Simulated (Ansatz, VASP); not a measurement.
ZnSe: VASP beside Ansatz

```
Zn Se
1.0
     0.00000    2.86588    2.86588
     2.86588    0.00000    2.86588
     2.86588    2.86588    0.00000
Zn Se
1 1
Cartesian
  0.0000 0.0000 0.0000
  4.2988 4.2988 4.2988
```

Alike in both runs: functional PBE; k mesh 8 × 8 × 8; occupations gaussian, width 0.02 eV; no spin polarisation.

Ansatz relaxed the structure, and its values are those at the end. VASP's run is a single point on that final structure, the one shown.

```csv
,VASP,Ansatz
version,VASP 6.6.1,Ansatz 0.2.0
potentials or method,"VASP PAW PBE potentials, release 64 (Zn, Se)","scalar-relativistic, plane waves, PAW"
plane-wave cutoff (eV),520,420
valence electrons in the cell,18,28
```

|  | VASP | Ansatz | Ansatz less VASP |
| --- | --- | --- | --- |
| gap on the k mesh at the Fermi level (eV) | 1.16 | 1.15 | -0.001 |
| least direct gap on the mesh (eV) | 1.16 | 1.15 | -0.001 |
| pressure (GPa) | 0.2 | 0.0 | -0.21 |

With one functional, cell and mesh, what is left measures potentials, basis and numerics. The two sets of potentials don't hold the same shells in valence.

PBE gaps usually lie below the measured ones, often by a third to a half.
